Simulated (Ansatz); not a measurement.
Set up this calculation in Ansatz 0.2.0, as the native input.

```yaml
Task: single point
Functional: PBE
Potentials_or_basis: all-electron LAPW, scalar-relativistic
Cutoff: 320 eV (chosen from the basis error)
Basis_error_allowed: 0.001 eV/atom
k_mesh: 13 × 13 × 13
Occupations: gaussian, width 0.027 eV
Spin: collinear spin, ferromagnetic start
Starting_moments: "[1.0] μB"
```

The system is Ni.

```
Ni
1.0
     0.00000    1.73757    1.73757
     1.73757    0.00000    1.73757
     1.73757    1.73757    0.00000
Ni
1
Direct
  0.00000 0.00000 0.00000
```

The input as run:

input.yaml

```yaml
crystal:
  lattice:
    - [0.0, 1.737572933, 1.737572933]
    - [1.737572933, 0.0, 1.737572933]
    - [1.737572933, 1.737572933, 0.0]
  atoms:
    - { symbol: Ni, position: [0.0, 0.0, 0.0], spin: 1.0 }
kpoints:
  mp_grid: { grid: [13, 13, 13] }
scf:
  occupations: { method: gaussian, width: 0.027 }
hamiltonian:
  xc: pbe
  pseudopotentials: { kind: all_electron, lapw: { basis_error: 0.001 } }
magnetization:
  spin_polarized: true
output:
  forces: true
  stress: true
  eigenvalues: true
```

Potentials or basis: all-electron LAPW, scalar-relativistic.

Run with:

```console
$ ansatz run input.yaml --threads 2 --pin off --max-ram 6144MiB --backend cpu --events-out ev --progress --plain --runs-dir out
```

It gave:

* Pressure: 8.0 GPa
* Band gap on the k mesh: none (metal or under the smearing width)
* Net moment: 0.64 μB per cell
* Absolute moment: 0.72 μB per cell
* Site moments: Ni +0.66 μB

Wall time 6.1 s on 2 threads of Arm Neoverse V2, on a shared host, peak memory 0.35 GiB.
